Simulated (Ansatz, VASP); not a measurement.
# Cross-check of Cu8B (B/Cu(111)) between VASP and Ansatz, part 2 of 2

One calculation is typed for both programs; each brings its own data sets and cutoff. How far apart do they land? The structure shown is the end of the Ansatz relaxation below.

VASP 6.6.1 and Ansatz 0.2.0.

So far: Set-up; Ansatz: relaxation, PBE.

### Step 3. VASP: single point, PBE

Level of this step: PBE; plane waves and PAW (Cu, B) (VASP).

The same cell, functional, mesh and smearing now go to VASP, with its own data sets and cutoff.

Lines of VASP's logs that name or quote its potential files are left out, and so is its time.

File INCAR:

```
SYSTEM = Cu8B
PREC = Accurate
ENCUT = 420
EDIFF = 1E-06
NELM = 100
ISMEAR = -1
SIGMA = 0.1
LREAL = .FALSE.
ALGO = Normal
GGA = PE
NBANDS = 112
LASPH = .TRUE.
LORBIT = 11
LWAVE = .FALSE.
LCHARG = .FALSE.
KPAR = 4
ISIF = 0
LDIPOL = .TRUE.
IDIPOL = 3
DIPOL = 0.5 0.5 0.489
LVHAR = .TRUE.
```

File POSCAR:

```
Cu8B
1.0
    5.1053109602      0.0000000000      0.0000000000
    2.5526554801      4.4213289858      0.0000000000
    0.0000000000      0.0000000000     25.8419801857
Cu B
16 2
Direct
    0.0000000000      0.0000000000      0.3482705248
    0.1666666667      0.1666666667      0.4289235729
    0.3327459122      0.3345081755      0.5098138641
    0.0034722621      0.9930554758      0.5935924348
    0.0000000000      0.5000000000      0.3482705248
    0.1666666667      0.6666666667      0.4289235729
    0.3323612496      0.8352775009      0.5097802147
    0.9963569434      0.5072861131      0.5920398713
    0.5000000000      0.0000000000      0.3482705248
    0.6666666667      0.1666666667      0.4289235729
    0.8327459122      0.3345081755      0.5098138641
    0.5034722621      0.9930554758      0.5935924348
    0.5000000000      0.5000000000      0.3482705248
    0.6666666667      0.6666666667      0.4289235729
    0.8323612496      0.8352775009      0.5097802147
    0.4963569434      0.5072861131      0.5920398713
    0.3329734897      0.3340530206      0.6443367728
    0.8329734897      0.3340530206      0.6443367728
```

File KPOINTS:

```
Automatic mesh
0
Gamma
7 7 1
0 0 0
```

Potentials, in the order of the species: Cu and B (PBE family, release 64).

On the command line:

```console
$ mpirun -np 4 vasp_std
```

Numbers of over 12 decimals in the logs are rounded to 6 here.

The program printed:

```text
[banner, memory and clock lines left out]
running    4 mpi-ranks, on    1 nodes
 distrk:  each k-point on    1 cores,    4 groups
 distr:  one band on    1 cores,    1 groups

 POSCAR found type information on POSCAR CuB
 POSCAR found :  2 types and      18 ions
|                                                                             |
|               ----> ADVICE to this user running VASP <----                  |
|                                                                             |
|     You have a (more or less) 'large supercell' and for larger cells it     |
|     might be more efficient to use real-space projection operators.         |
|     Therefore, try LREAL= Auto in the INCAR file.                           |
|     Mind: For very accurate calculation, you might also keep the            |
|     reciprocal projection scheme (i.e. LREAL=.FALSE.).                      |
|                                                                             |

 LDA part: xc-table for (Slater+PW92), standard interpolation
 POSCAR, INCAR and KPOINTS ok, starting setup
 FFT: planning ... GRIDC
 FFT: planning ... GRID_SOFT
 FFT: planning ... GRID
 WAVECAR not read
 entering main loop
       N       E                     dE             d eps       ncg     rms          rms(c)
DAV:   1     0.162244448799E+04    0.16224E+04   -0.68027E+04  3584   0.169E+03
DAV:   2     0.130955048914E+03   -0.14915E+04   -0.14385E+04  3584   0.406E+02
DAV:   3    -0.678698042480E+02   -0.19882E+03   -0.18594E+03  3840   0.199E+02
DAV:   4    -0.826393660501E+02   -0.14770E+02   -0.13986E+02  5016   0.625E+01
DAV:   5    -0.831777927259E+02   -0.53843E+00   -0.53366E+00  5240   0.108E+01    0.364E+01
DAV:   6    -0.957536446611E+02   -0.12576E+02   -0.27047E+02  4456   0.201E+02    0.234E+01
DAV:   7    -0.120510498787E+03   -0.24757E+02   -0.27198E+02  5592   0.286E+02    0.612E+01
DAV:   8    -0.679698316064E+02    0.52541E+02   -0.97261E+01  5832   0.947E+01    0.132E+01
DAV:   9    -0.655964336561E+02    0.23734E+01   -0.29348E+01  6168   0.595E+01    0.667E+00
DAV:  10    -0.650751370762E+02    0.52130E+00   -0.12693E+01  4312   0.357E+01    0.349E+00
DAV:  11    -0.651007325083E+02   -0.25595E-01   -0.21685E+00  4472   0.263E+01    0.271E+00
DAV:  12    -0.650325624165E+02    0.68170E-01   -0.42325E-01  4840   0.124E+01    0.148E+00
DAV:  13    -0.649818609950E+02    0.50701E-01   -0.30053E-01  6008   0.509E+00    0.988E-01
DAV:  14    -0.649798032007E+02    0.20578E-02   -0.10394E-01  4504   0.328E+00    0.809E-01
[...]
DAV:  29    -0.649631792640E+02   -0.10753E-04   -0.11522E-06  2576   0.223E-02    0.250E-03
DAV:  30    -0.649631883216E+02   -0.90577E-05   -0.16252E-06  2576   0.118E-02    0.776E-04
DAV:  31    -0.649631927652E+02   -0.44435E-05   -0.66116E-07  2512   0.778E-03    0.114E-03
DAV:  32    -0.649631975451E+02   -0.47800E-05   -0.26015E-07  2408   0.432E-03    0.953E-04
DAV:  33    -0.649632005462E+02   -0.30011E-05   -0.27204E-07  2456   0.485E-03    0.522E-04
DAV:  34    -0.649632016457E+02   -0.10995E-05   -0.83689E-08  2344   0.377E-03    0.455E-04
DAV:  35    -0.649632034112E+02   -0.17654E-05   -0.86643E-08  2336   0.234E-03    0.209E-04
DAV:  36    -0.649632040331E+02   -0.62192E-06   -0.23834E-08  2288   0.177E-03
   1 F= -.64963204E+02 E0= -.64834333E+02  d E =-.257741E+00
```

OUTCAR, selected parts (step 3):

```text
ion  position               nearest neighbor table
   1  0.000  0.000  0.348-  10 2.55   6 2.55   2 2.55   9 2.55   9 2.55   5 2.55  13 2.55   5 2.55
                            13 2.55
   2  0.167  0.167  0.429-   7 2.55   9 2.55   5 2.55   1 2.55  10 2.55  10 2.55   6 2.55  14 2.55
                             6 2.55  14 2.55   3 2.56  11 2.56
   3  0.333  0.335  0.510-   7 2.55  15 2.55  11 2.55  11 2.55   6 2.55  15 2.56   7 2.56   2 2.56
                            10 2.56   8 2.59  16 2.59  12 2.64
   4  0.003  0.993  0.594-  18 2.00  16 2.50   8 2.50  12 2.55  12 2.55   8 2.61  16 2.61  15 2.61
                             7 2.61  11 2.64
   5  0.000  0.500  0.348-  14 2.55   2 2.55   6 2.55  13 2.55  13 2.55   1 2.55   9 2.55   9 2.55
                             1 2.55
   6  0.167  0.667  0.429-  13 2.55   1 2.55   5 2.55  14 2.55  14 2.55   2 2.55  10 2.55  10 2.55
                             2 2.55   3 2.55   7 2.56  15 2.56
   7  0.332  0.835  0.510-   3 2.55  11 2.55   2 2.55  15 2.55  15 2.55  11 2.56   3 2.56   6 2.56
                            14 2.56  16 2.57  12 2.61   4 2.61
   8  0.996  0.507  0.592-  18 2.01  17 2.01  12 2.50   4 2.50  16 2.55  16 2.55  15 2.57   3 2.59
                            11 2.59   4 2.61  12 2.61
   9  0.500  0.000  0.348-   2 2.55  14 2.55  10 2.55   1 2.55   1 2.55   5 2.55  13 2.55  13 2.55
                             5 2.55
  10  0.667  0.167  0.429-  15 2.55   1 2.55  13 2.55   9 2.55   2 2.55   2 2.55   6 2.55  14 2.55
                            14 2.55   6 2.55  11 2.56   3 2.56
  11  0.833  0.335  0.510-  15 2.55   7 2.55   3 2.55   3 2.55  14 2.55   7 2.56  15 2.56  10 2.56
                             2 2.56  16 2.59   8 2.59   4 2.64
  12  0.503  0.993  0.594-  17 2.00   8 2.50  16 2.50   4 2.55   4 2.55  16 2.61   8 2.61   7 2.61
                            15 2.61   3 2.64
  13  0.500  0.500  0.348-   6 2.55  10 2.55  14 2.55   5 2.55   5 2.55   1 2.55   9 2.55   1 2.55
                             9 2.55
  14  0.667  0.667  0.429-   5 2.55   9 2.55  13 2.55   6 2.55   6 2.55   2 2.55  10 2.55   2 2.55
                            10 2.55  11 2.55  15 2.56   7 2.56
  15  0.832  0.835  0.510-  11 2.55   3 2.55  10 2.55   7 2.55   7 2.55   3 2.56  11 2.56  14 2.56
                             6 2.56   8 2.57   4 2.61  12 2.61
  16  0.496  0.507  0.592-  17 2.01  18 2.01   4 2.50  12 2.50   8 2.55   8 2.55   7 2.57  11 2.59
                             3 2.59  12 2.61   4 2.61
  17  0.333  0.334  0.644-  12 2.00  16 2.01   8 2.01
  18  0.833  0.334  0.644-   4 2.00   8 2.01  16 2.01

  LATTYP: Found a hexagonal cell.
 ALAT       =     5.1053109602
 C/A-ratio  =     5.0617837752

 Subroutine GETGRP returns: Found  2 space group operations
 (whereof  2 operations were pure point group operations)

The static configuration has the point symmetry C_1h.

 Found     16 irreducible k-points:

   k-points           NKPTS =     16   k-points in BZ     NKDIM =     16   number of bands    NBANDS=    112

   dimension x,y,z NGX =    36 NGY =   36 NGZ =  180
   dimension x,y,z NGXF=    72 NGYF=   72 NGZF=  360

   ENCUT  =  420.0 eV  30.87 Ry    5.56 a.u.   8.53  8.53 43.18*2*pi/ulx,y,z

   NELECT =     182.0000    total number of electrons

 k-points in reciprocal lattice and weights: Automatic mesh
   0.00000000  0.00000000  0.00000000       0.020
   0.14285714 -0.00000000  0.00000000       0.082
   0.00000000  0.14285714  0.00000000       0.041
   0.28571429 -0.00000000  0.00000000       0.082
   0.00000000  0.28571429  0.00000000       0.041
   0.42857143 -0.00000000  0.00000000       0.082
   0.00000000  0.42857143  0.00000000       0.041
   0.28571429  0.14285714  0.00000000       0.041
   0.14285714  0.28571429  0.00000000       0.082
[...]
-0.42857143  0.28571429  0.00000000       0.041
   0.28571429 -0.42857143  0.00000000       0.082

 dipolmoment           0.000000      0.000000      0.048877 electrons x Angstroem

 average (electrostatic) potential at core
       1 -71.5725       2 -71.8457       3 -71.8507       4 -72.3187       5 -71.5613
       6 -71.8387       7 -71.8536       8 -72.8017       9 -71.5725      10 -71.8457
      11 -71.8507      12 -72.3187      13 -71.5613      14 -71.8387      15 -71.8536
      16 -72.8017      17 -34.5026      18 -34.5026

 E-fermi :  -0.5815

 k-point     1 :       0.0000    0.0000    0.0000
  band No.  band energies     occupation
    ...
     87      -1.5391      1.99986
     88      -1.3494      1.99908
     89      -0.7633      1.72069
     90      -0.5973      1.07909
     91      -0.5317      0.75634
     92      -0.3267      0.14523
     93       0.0043      0.00570
     94       0.2552      0.00047
     95       0.3199      0.00024
     96       0.4262      0.00008
    ...

 k-point     2 :       0.1429   -0.0000    0.0000
  band No.  band energies     occupation
    ...
     88      -1.3827      1.99934
     89      -1.0475      1.98126
     90      -0.7950      1.78865
     91      -0.5848      1.01685
     92      -0.5470      0.82960
     93      -0.2987      0.11171
     94      -0.2223      0.05364
     95       0.2484      0.00050
     96       0.2892      0.00033
     97       0.6269      0.00001
    ...

 k-point     3 :       0.0000    0.1429    0.0000
  band No.  band energies     occupation
    ...
     88      -1.4101      1.99950
     89      -1.0864      1.98726
     90      -0.7263      1.61941
     91      -0.6583      1.36652
     92      -0.6117      1.15008
     93      -0.1594      0.02895
     94      -0.0760      0.01268
     95       0.0659      0.00308
     96       0.5664      0.00002
     97       0.9904      0.00000
    ...

  energy-cutoff  :      420.00
  volume of cell :      583.31
      direct lattice vectors                 reciprocal lattice vectors
     5.105310960  0.000000000  0.000000000     0.195874455 -0.113088169  0.000000000
     2.552655480  4.421328986  0.000000000     0.000000000  0.226176338  0.000000000
     0.000000000  0.000000000 25.841980186     0.000000000  0.000000000  0.038696725

 POSITION                                       TOTAL-FORCE (eV/Angst)
 -----------------------------------------------------------------------------------
      0.00000      0.00000      9.00000        -0.000000     -0.012654     -0.014261
      1.27633      0.73689     11.08423         0.000000      0.008548      0.003500
      2.55266      1.47897     13.17460         0.000000     -0.000101      0.001098
      2.55266      4.39062     15.33960        -0.000000     -0.023354      0.002687
      1.27633      2.21066      9.00000        -0.000000      0.010141     -0.032602
      2.55266      2.94755     11.08423         0.000000     -0.005024     -0.000476
      3.82898      3.69304     13.17373         0.000000     -0.000256     -0.000609
      6.38164      2.24288     15.29948         0.000000      0.006126     -0.028880
      2.55266      0.00000      9.00000        -0.000000     -0.012654     -0.014261
      3.82898      0.73689     11.08423         0.000000      0.008548      0.003500
      5.10531      1.47897     13.17460         0.000000     -0.000101      0.001098
      5.10531      4.39062     15.33960        -0.000000     -0.023354      0.002687
      3.82898      2.21066      9.00000        -0.000000      0.010141     -0.032602
      5.10531      2.94755     11.08423         0.000000     -0.005024     -0.000476
      6.38164      3.69304     13.17373         0.000000     -0.000256     -0.000609
      3.82898      2.24288     15.29948         0.000000      0.006126     -0.028880
      2.55266      1.47696     16.65094         0.000000      0.016574      0.069544
      5.10531      1.47696     16.65094         0.000000      0.016574      0.069544
 -----------------------------------------------------------------------------------
    total drift:                               -0.000001     -0.004139     -0.001956

  FREE ENERGIE OF THE ION-ELECTRON SYSTEM (eV)
  ---------------------------------------------------
  free  energy   TOTEN  =       -64.9632040331 eV

  energy  without entropy=      -64.7054627548  energy(sigma->0) =      -64.83433339

 vacuum level on the upper side and lower side of the slab         4.649         4.257

 total charge
# of ion       s       p       d       tot
------------------------------------------
    1        0.452   0.296   9.183   9.931
    2        0.443   0.379   9.178  10.001
    3        0.440   0.377   9.177   9.994
    4        0.465   0.391   9.158  10.013
    5        0.453   0.294   9.185   9.931
    6        0.444   0.377   9.180  10.001
    7        0.449   0.376   9.175  10.000
    8        0.495   0.500   9.133  10.128
    9        0.452   0.296   9.183   9.931
   10        0.443   0.379   9.178  10.001
   11        0.440   0.377   9.177   9.994
   12        0.465   0.391   9.158  10.013
   13        0.453   0.294   9.185   9.931
   14        0.444   0.377   9.180  10.001
   15        0.449   0.376   9.175  10.000
   16        0.495   0.500   9.133  10.128
   17        0.777   0.787   0.000   1.564
   18        0.777   0.787   0.000   1.564
--------------------------------------------------
tot          8.840   7.552 146.736 163.128

[... 3 further parts left out ...]
```

### Step 4. Comparison

Known differences besides the potentials themselves: the data sets hold 310 valence electrons in Ansatz (default PAW (the set named soft_2) files) and 182 in VASP. Total energies have different zeros and are not compared.

The two programs side by side:

| quantity | Ansatz | VASP | difference |
| --- | --- | --- | --- |
| work function, lower of the two faces (eV) | 4.86 | 4.84 | +0.02 |
| work function, higher of the two faces (eV) | 5.23 | 5.23 | 0.00 |

At this near-relaxed geometry the largest component of a force difference is 70 meV/Å.

### Step 5. What came out

| Item | Value |
| --- | --- |
| r.m.s. force difference (single point, PBE) | 17 meV/Å |

**Reading.** The r.m.s. force difference is 17 meV/Å (single point, PBE), beyond the 12 meV/Å picked in this series as the mark of a large difference. What causes the difference of the single point, PBE pair stays open here. Such differences can come from data sets, numerical settings and the points named under the comparisons, not from the functional's error against experiment.

[Lines on the potential files, build, host, timing and source positions are cut from VASP's logs without a mark.]

[Logs are printed without paths, hosts, clocks, repeated set-up lines and the standing remarks that a program may print on its own settings, such as how far it seeks lower states.]

[Hosts, paths, dates, database ids (printed as entryN), source tags and the programs' standing remarks are cut or masked in the printed files.]
